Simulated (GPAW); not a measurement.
# C (Cmme) in GPAW: convergence with basis set

Aim: find how far basis set must go before the results for C settle, at PBE. This setting moves, with any that are tied to it; all else stays.

All numbers are computed with GPAW 26.7.0; they aren't measurements. Logs are shortened: lines on timing, memory, paths and dates and some standing lists are left out, and cuts for length are marked. The log counts tension as positive stress, the text compression.

## 1. Starting point

It takes space group Cmme (No. 67, orthorhombic). Conventional cell: a = 2.456 Å, b = 4.254 Å, c = 7.173 Å, α = 90.00°, β = 90.00°, γ = 90.00°. C (site symmetry m) is surrounded by 3 C at 1.42 Å.

This is a stacking variant of graphite.

## 2. With basis set lcao:sz(dzp)

The input, run.py:

```python
from ase.dft.bandgap import bandgap
from ase.io import read, write
from gpaw import GPAW

atoms = read('POSCAR')

calc = GPAW(mode='lcao',
            h=0.16,
            basis='sz(dzp)',
            xc='PBE',
            kpts={'size': (8, 8, 3), 'gamma': True},
            occupations={'name': 'fermi-dirac', 'width': 0.05},
            convergence={'density': 1e-05, 'energy': 1e-05},
            maxiter=100,
            txt='gpaw.txt')
atoms.calc = calc
energy = atoms.get_potential_energy()
forces = atoms.get_forces()
calc.write('gs.gpw')
write('result.traj', atoms)
print(f'Energy: {energy:.6f} eV')
print('Forces (eV/A):')
print(forces.round(4))
print('Fermi level:', round(calc.get_fermi_level(), 4), 'eV')
print(f'Gap: {bandgap(calc)[0]:.4f} eV, direct: {bandgap(calc, direct=True)[0]:.4f} eV')
```

The input, POSCAR:

```
C
1.0
    1.2280479700     -2.1270618200      0.0000000000
    1.2280479700      2.1270618200      0.0000000000
    0.0000000000      0.0000000000      7.1732677600
C
4
Direct
    0.9166205400      0.0833794600      0.7531376000
    0.4166205400      0.5833794600      0.2468624000
    0.0833794600      0.9166205400      0.2468624000
    0.5833794600      0.4166205400      0.7531376000
```

Potentials or basis: GPAW PAW data sets (gpaw-data 1.2.1), lcao:sz(dzp).

The run is started by

```
OMP_NUM_THREADS=1 python run.py
```

gpaw.txt:

```text
__  _  _
 | _ |_)|_||  |
 |__||  | ||/\| - 26.7.0

Input parameters:
  mode=LCAO(),
  basis={'default': 'sz(dzp)'},
  convergence={'density': 1e-05, 'energy': 1e-05},
  h=0.16,
  kpts=MonkhorstPack(size=(8, 8, 3), gamma=True),
  maxiter=100,
  occupations=Occupations(name='fermi-dirac', width=0.05),
  xc=XC(name='PBE')

        C
       C

          C
         C

Atoms  # Å, Bohr magnetons
|   | symbol |        x |         y |        z |    initial magnetic moments |
|---|--------|----------|-----------|----------|-----------------------------|
| 0 |      C | 1.228048 | -1.772355 | 5.402458 | ( 0.0000,  0.0000,  0.0000) |
| 1 |      C | 1.228048 |  0.354707 | 1.770810 | ( 0.0000,  0.0000,  0.0000) |
| 2 |      C | 1.228048 |  1.772355 | 1.770810 | ( 0.0000,  0.0000,  0.0000) |
| 3 |      C | 1.228048 | -0.354707 | 5.402458 | ( 0.0000,  0.0000,  0.0000) |

Unit cell  # Å
| periodic |        x |         y |        z |  lengths |     angles |
|----------|----------|-----------|----------|----------|------------|
|      yes | 1.228048 | -2.127062 | 0.000000 | 2.456114 |  90.000000 |
|      yes | 1.228048 |  2.127062 | 0.000000 | 2.456114 |  90.000000 |
|      yes | 0.000000 |  0.000000 | 7.173268 | 7.173268 | 120.000475 |

Number of symmetries: 4
Symmetry operations  # r_c * U_cc + t_c -> r_c
|   | kind |            matrix            |
|---|------|------------------------------|
| 0 |  E   |  1, 0, 0,  0, 1, 0,  0, 0, 1 |
| 1 |  C2  |  0, 1, 0,  1, 0, 0,  0, 0,-1 |
| 2 |  σ   |  0,-1, 0, -1, 0, 0,  0, 0, 1 |
| 3 |  i   | -1, 0, 0,  0,-1, 0,  0, 0,-1 |

BZ-sampling:
  Number of BZ points: 192
  Number of IBZ points: 57

  Monkhorst-Pack size: [8, 8, 3]
  Monkhorst-Pack shift: [0.0625, 0.0625, 0.0]

K-points  # in reciprocal-cell coordinates
|     |                                coordinates |     weight |
|-----|--------------------------------------------|------------|
|   0 | (  0.00000000,   0.00000000,   0.00000000) | 0.00520833 |
|   1 | (  0.00000000,   0.00000000,   0.33333333) | 0.01041667 |
|   2 | (  0.12500000,  -0.12500000,  -0.33333333) | 0.01041667 |
|   3 | (  0.12500000,  -0.12500000,   0.00000000) | 0.01041667 |
|   4 | (  0.12500000,  -0.12500000,   0.33333333) | 0.01041667 |
|   5 | (  0.12500000,   0.00000000,  -0.33333333) | 0.02083333 |
|   6 | (  0.12500000,   0.00000000,   0.00000000) | 0.02083333 |
|   7 | (  0.12500000,   0.00000000,   0.33333333) | 0.02083333 |
|   8 | (  0.12500000,   0.12500000,   0.00000000) | 0.01041667 |
|   9 | (  0.12500000,   0.12500000,   0.33333333) | 0.02083333 |
| ... |                                            |            |
|  56 | (  0.50000000,   0.50000000,   0.33333333) | 0.01041667 |

basis functions: 16
Spin-components: 1 (collinear spins)
Bands:           14
Projectors:      20
Spin-degeneracy: 2
Datatype:        <class 'complex'>

Parallelization:
  kpt:    1
  domain: 1
  band:   1

Density:
  Valence electrons: 16.0
  Components: 1
  Grid points: [12 12 44]
  Charge: 0.0  # |e|

Potential:
  Grid points: [12 12 44]

species:
  C:
    name:    Carbon
    Z:       6.0
    valence: 4
    core:    2
    charge:  0.0  # [|e|]
    compensation charges:
      type: gauss
      rc: 0.20  # [Å]
      lmax: 2
    cutoffs:
      filter: 1.14  # [Å]
      core: 1.14  # [Å]
    projectors
    | kind |    occ | energy [eV] | rcut [Å] |
    |------|--------|-------------|----------|
    |   2s |  2.000 |     -13.751 |    0.635 |
    |   2p |  2.000 |      -5.284 |    0.635 |
    |    s |        |      13.461 |    0.635 |
    |    p |        |      21.927 |    0.635 |
    |    d |        |       0.000 |    0.635 |

    LCAO basis set for C:
      Name: sz(dzp)
      File: <dir>
      Number of radial functions: 2
      Number of spherical harmonics: 4
        l=0, rc=5.5469 Bohr: 2s-sz confined orbital
        l=1, rc=6.6719 Bohr: 2p-sz confined orbital
      Number of RI-basis functions 0

Reference energy: -4110.512462  # eV

eigensolver:
  <gpaw.new.lcao.eigensolver.LCAOEigensolver object>
density mixing:
  MSR1-Mixer
  Pratt-step length: 0.05
  Maximum mixing coefficient: 0.75
  Old densities: 10
  SVD Regularization: 0.005
  Good broyden scale: 1.0
  Trust region scale: 1.0
  Backstep threshold: 4.0
  History deletion threshold: 6.0
  Fourier metric: weight=20.0, sigma=0.015

occupation numbers:
  Fermi-Dirac:
    width: 0.0500  # eV

FastPoissonSolver using
    Stencil: 8*3+1=25 point O(h^6) finite-difference Laplacian
    FFT axes: [np.int64(0), np.int64(1), np.int64(2)]
    FST axes: []

xc functional:
  name: PBE with 2 nearest neighbor stencil
interpolation: tri-quintic # 5. degree polynomial

        C
       C

          C
         C

Atoms  # Å, Bohr magnetons
|   | symbol |        x |         y |        z |    initial magnetic moments |
|---|--------|----------|-----------|----------|-----------------------------|
| 0 |      C | 1.228048 | -1.772355 | 5.402458 | ( 0.0000,  0.0000,  0.0000) |
| 1 |      C | 1.228048 |  0.354707 | 1.770810 | ( 0.0000,  0.0000,  0.0000) |
| 2 |      C | 1.228048 |  1.772355 | 1.770810 | ( 0.0000,  0.0000,  0.0000) |
| 3 |      C | 1.228048 | -0.354707 | 5.402458 | ( 0.0000,  0.0000,  0.0000) |

Unit cell  # Å
| periodic |        x |         y |        z |  lengths |     angles |
|----------|----------|-----------|----------|----------|------------|
|      yes | 1.228048 | -2.127062 | 0.000000 | 2.456114 |  90.000000 |
|      yes | 1.228048 |  2.127062 | 0.000000 | 2.456114 |  90.000000 |
|      yes | 0.000000 |  0.000000 | 7.173268 | 7.173268 | 120.000475 |

Number of symmetries: 4
Symmetry operations  # r_c * U_cc + t_c -> r_c
|   | kind |            matrix            |
|---|------|------------------------------|
| 0 |  E   |  1, 0, 0,  0, 1, 0,  0, 0, 1 |
| 1 |  C2  |  0, 1, 0,  1, 0, 0,  0, 0,-1 |
| 2 |  σ   |  0,-1, 0, -1, 0, 0,  0, 0, 1 |
| 3 |  i   | -1, 0, 0,  0,-1, 0,  0, 0,-1 |

BZ-sampling:
  Number of BZ points: 192
  Number of IBZ points: 57

  Monkhorst-Pack size: [8, 8, 3]
  Monkhorst-Pack shift: [0.0625, 0.0625, 0.0]

K-points  # in reciprocal-cell coordinates
|     |                                coordinates |     weight |
|-----|--------------------------------------------|------------|
|   0 | (  0.00000000,   0.00000000,   0.00000000) | 0.00520833 |
|   1 | (  0.00000000,   0.00000000,   0.33333333) | 0.01041667 |
|   2 | (  0.12500000,  -0.12500000,  -0.33333333) | 0.01041667 |
|   3 | (  0.12500000,  -0.12500000,   0.00000000) | 0.01041667 |
|   4 | (  0.12500000,  -0.12500000,   0.33333333) | 0.01041667 |
|   5 | (  0.12500000,   0.00000000,  -0.33333333) | 0.02083333 |
|   6 | (  0.12500000,   0.00000000,   0.00000000) | 0.02083333 |
|   7 | (  0.12500000,   0.00000000,   0.33333333) | 0.02083333 |
|   8 | (  0.12500000,   0.12500000,   0.00000000) | 0.01041667 |
|   9 | (  0.12500000,   0.12500000,   0.33333333) | 0.02083333 |
| ... |                                            |            |
|  56 | (  0.50000000,   0.50000000,   0.33333333) | 0.01041667 |

basis functions: 16
Spin-components: 1 (collinear spins)
Bands:           14
Projectors:      20
Spin-degeneracy: 2
Datatype:        <class 'complex'>

Parallelization:
  kpt:    1
  domain: 1
  band:   1

Density:
  Valence electrons: 16.0
  Components: 1
  Grid points: [12 12 44]
  Charge: 0.0  # |e|

Potential:
  Grid points: [12 12 44]

species:
  C:
    name:    Carbon
    Z:       6.0
    valence: 4
    core:    2
    charge:  0.0  # [|e|]
    compensation charges:
      type: gauss
      rc: 0.20  # [Å]
      lmax: 2
    cutoffs:
      filter: 1.14  # [Å]
      core: 1.14  # [Å]
    projectors
    | kind |    occ | energy [eV] | rcut [Å] |
    |------|--------|-------------|----------|
    |   2s |  2.000 |     -13.751 |    0.635 |
    |   2p |  2.000 |      -5.284 |    0.635 |
    |    s |        |      13.461 |    0.635 |
    |    p |        |      21.927 |    0.635 |
    |    d |        |       0.000 |    0.635 |

    LCAO basis set for C:
      Name: sz(dzp)
      File: <dir>
      Number of radial functions: 2
      Number of spherical harmonics: 4
        l=0, rc=5.5469 Bohr: 2s-sz confined orbital
        l=1, rc=6.6719 Bohr: 2p-sz confined orbital
      Number of RI-basis functions 0

Reference energy: -4110.512462  # eV

eigensolver:
  <gpaw.new.lcao.eigensolver.LCAOEigensolver object>
density mixing:
  MSR1-Mixer
  Pratt-step length: 0.05
  Maximum mixing coefficient: 0.75
  Old densities: 10
  SVD Regularization: 0.005
  Good broyden scale: 1.0
  Trust region scale: 1.0
  Backstep threshold: 4.0
  History deletion threshold: 6.0
  Fourier metric: weight=20.0, sigma=0.015

occupation numbers:
  Fermi-Dirac:
    width: 0.0500  # eV

FastPoissonSolver using
    Stencil: 8*3+1=25 point O(h^6) finite-difference Laplacian
    FFT axes: [np.int64(0), np.int64(1), np.int64(2)]
    FST axes: []

xc functional:
  name: PBE with 2 nearest neighbor stencil
interpolation: tri-quintic # 5. degree polynomial

convergence criteria:
- Maximum integral of absolute [dens]ity change: 1e-05 electrons / valence electron
- Maximum [total energy] change in last 3 cyles: 1e-05 eV / valence electron
- Maximum integral of absolute [eigenst]ate change: 4e-08 eV^2 / valence electron
maximum number of iterations: 100

SCF iterations
|iter     | |      energy | eigst |  dens |
|---------|-|-------------|-------|-------|
|iter:   1| |  -30.522115 |      c|       |
|iter:   2| |  -30.535655 |      c| -1.12 |
|iter:   3| |  -30.655593 |      c| -1.14 |
|iter:   4| |  -30.669346 |      c| -1.66 |
|iter:   5| |  -30.669343 |      c| -3.60 |
|iter:   6| |  -30.669342c|      c| -4.01 |
|iter:   7| |  -30.669342c|      c| -6.29c|

Converged in 7 steps
Energy contributions relative to reference atoms: (reference = -4110.512462)

Energy contributions:
  Kinetic:         -18.772197
  Coulomb:          14.675162
  Zero:              0.418686
  External:          0.000000
  Xc:              -26.990993
  Entropy:          -0.000000
  Spinorbit:         0.000000
  ----------------------------
  Free energy:     -30.669342
  Extrapolated:    -30.669342

dipole moment: (0.000000, 0.000000, -0.000000)  # |e|*Ang

Fermi level: 4.368
Eigenvalues  # (at kpt = [0.000, 0.000, 0.000])
| band index |      eig [eV] | occ [0-2] |
|------------|---------------|-----------|
|          0 |       -15.925 |     2.000 |
|          1 |       -15.699 |     2.000 |
|          2 |        -3.284 |     2.000 |
|          3 |        -2.113 |     2.000 |
|          4 |        -0.118 |     2.000 |
|          5 |        -0.116 |     2.000 |
|          6 |        -0.108 |     2.000 |
|          7 |        -0.103 |     2.000 |
|          8 |        13.346 |     0.000 |
|          9 |        13.393 |     0.000 |
|         10 |        13.399 |     0.000 |
|         11 |        13.415 |     0.000 |
|         12 |        15.083 |     0.000 |
|         13 |        15.136 |     0.000 |

Gap: 1.630 eV
Transition (v -> c):
  (s=0, k=42, n=7, [0.38, 0.38, 0.00]) -> (s=0, k=40, n=8, [0.38, 0.25, 0.00])
Direct/indirect transitions are different
Direct gap: 1.651 eV
Transition at: (s=0, k=42, n=7, [0.38, 0.38, 0.00])

Forces  # eV/Ang
|       x |        y |        z |
|---------|----------|----------|
| 0.00000 | -0.04144 | -0.01044 |  # C    0
| 0.00000 | -0.04144 |  0.01044 |  # C    1
| 0.00000 |  0.04144 |  0.01044 |  # C    2
| 0.00000 |  0.04144 | -0.01044 |  # C    3

# Writing to gs.gpw (mode='')
```

Wall time 22 s (1 thread of Arm Neoverse V2, shared host); peak memory 0.13 GiB.

What came out:

```
Free energy            : -30.6693 eV
Largest force          : 0.043 eV/Å
Band gap on the k mesh : 1.63 eV
```

## 3. With basis set lcao:szp(dzp)

Changes to run.py since step 2:

```diff
@@ -8,3 +8,3 @@
             h=0.16,
-            basis='sz(dzp)',
+            basis='szp(dzp)',
             xc='PBE',
```

POSCAR is that of step 2.

Potentials or basis: GPAW PAW data sets (gpaw-data 1.2.1), lcao:szp(dzp).

The run is started by

```
OMP_NUM_THREADS=1 python run.py
```

Wall time 83 s (1 thread of Arm Neoverse V2, shared host); peak memory 0.16 GiB.

What came out:

| Quantity | Value |
| --- | --- |
| Free energy | -32.5376 eV |
| Largest force | 0.035 eV/Å |
| Band gap on the k mesh | 1.46 eV |

## 4. With basis set lcao:dz(dzp)

Changes to run.py since step 3:

```diff
@@ -8,3 +8,3 @@
             h=0.16,
-            basis='szp(dzp)',
+            basis='dz(dzp)',
             xc='PBE',
```

POSCAR is that of step 3.

Potentials or basis: GPAW PAW data sets (gpaw-data 1.2.1), lcao:dz(dzp).

The run is started by

```
OMP_NUM_THREADS=1 python run.py
```

Wall time 32 s (1 thread of Arm Neoverse V2, shared host); peak memory 0.15 GiB.

Results:

```yaml
Free_energy: -35.1633 eV
Largest_force: 0.051 eV/Å
Band_gap_on_the_k_mesh: 1.59 eV
```

## 5. With basis set lcao:dzp

Changes to run.py since step 4:

```diff
@@ -8,3 +8,3 @@
             h=0.16,
-            basis='dz(dzp)',
+            basis='dzp',
             xc='PBE',
```

POSCAR is that of step 4.

Potentials or basis: GPAW PAW data sets (gpaw-data 1.2.1), lcao:dzp.

The run is started by

```
OMP_NUM_THREADS=1 python run.py
```

Run time: 1.8 min. Hardware: 1 thread of Arm Neoverse V2, shared host; peak memory 0.17 GiB.

Results (log left out):

```yaml
Free_energy: -35.9172 eV
Largest_force: 0.050 eV/Å
Band_gap_on_the_k_mesh: 1.41 eV
```

## 6. With basis set fd

Changes to run.py since step 5:

```diff
@@ -6,5 +6,4 @@
 
-calc = GPAW(mode='lcao',
+calc = GPAW(mode='fd',
             h=0.16,
-            basis='dzp',
             xc='PBE',
@@ -12,2 +11,3 @@
             occupations={'name': 'fermi-dirac', 'width': 0.05},
+            nbands=18,
             convergence={'density': 1e-05, 'energy': 1e-05},
```

POSCAR is that of step 5.

Potentials or basis: GPAW PAW data sets (gpaw-data 1.2.1), fd.

The run is started by

```
OMP_NUM_THREADS=1 python run.py
```

Wall time 40 s (1 thread of Arm Neoverse V2, shared host); peak memory 0.26 GiB.

It converged, with:

| Item | Value |
| --- | --- |
| Free energy | -36.8898 eV |
| Largest force | 0.073 eV/Å |
| Band gap on the k mesh | 1.37 eV |

## 7. With basis set pw

Changes to run.py since step 6:

```diff
@@ -2,3 +2,4 @@
 from ase.io import read, write
-from gpaw import GPAW
+from ase.units import GPa
+from gpaw import GPAW, PW
 
@@ -6,4 +7,3 @@
 
-calc = GPAW(mode='fd',
-            h=0.16,
+calc = GPAW(mode=PW(800),
             xc='PBE',
@@ -18,2 +18,3 @@
 forces = atoms.get_forces()
+stress = atoms.get_stress()
 calc.write('gs.gpw')
@@ -23,2 +24,3 @@
 print(forces.round(4))
+print('Stress (GPa):', (stress / GPa).round(3))
 print('Fermi level:', round(calc.get_fermi_level(), 4), 'eV')
```

POSCAR is that of step 6.

Potentials or basis: GPAW PAW data sets (gpaw-data 1.2.1), pw.

The run is started by

```
OMP_NUM_THREADS=1 python run.py
```

It took 30 s on 1 thread of Arm Neoverse V2, shared host; peak memory 0.19 GiB.

The run converged. Its results:

```yaml
Free_energy: -36.8940 eV
Pressure: 3.6 GPa
Largest_force: 0.047 eV/Å
Band_gap_on_the_k_mesh: 1.37 eV
```

## 8. The series at a glance

| basis set | energy less the tightest run, at zero smearing (meV/atom) | largest force (eV/Å) | gap on the mesh (eV) | SCF cycles | CPU time (s) | peak memory (GiB) |
| --- | --- | --- | --- | --- | --- | --- |
| lcao:sz(dzp) | 1556.16 | 0.043 | 1.630 | 7 | 22 | 0.13 |
| lcao:szp(dzp) | 1089.08 | 0.035 | 1.463 | 8 | 83 | 0.16 |
| lcao:dz(dzp) | 432.67 | 0.051 | 1.590 | 8 | 32 | 0.15 |
| lcao:dzp | 244.19 | 0.050 | 1.414 | 9 | 110 | 0.17 |
| fd | 1.05 | 0.073 | 1.368 | 12 | 40 | 0.26 |
| pw | 0.00 | 0.047 | 1.368 | 9 | 30 | 0.19 |

Against the tightest run, the gap on the mesh stays within 0.01 eV from fd on. Not settled before the last step: the energy (to 1 meV/atom), the largest force (to 0.005 eV/Å). The tightest run that finished is the yardstick and may itself not be fully converged.

Caveats: an odd mesh through Γ misses points on the zone boundary, where band edges often lie; this functional lacks dispersion, which binds the layers, so the pressure and a relaxed spacing across them are unreliable.
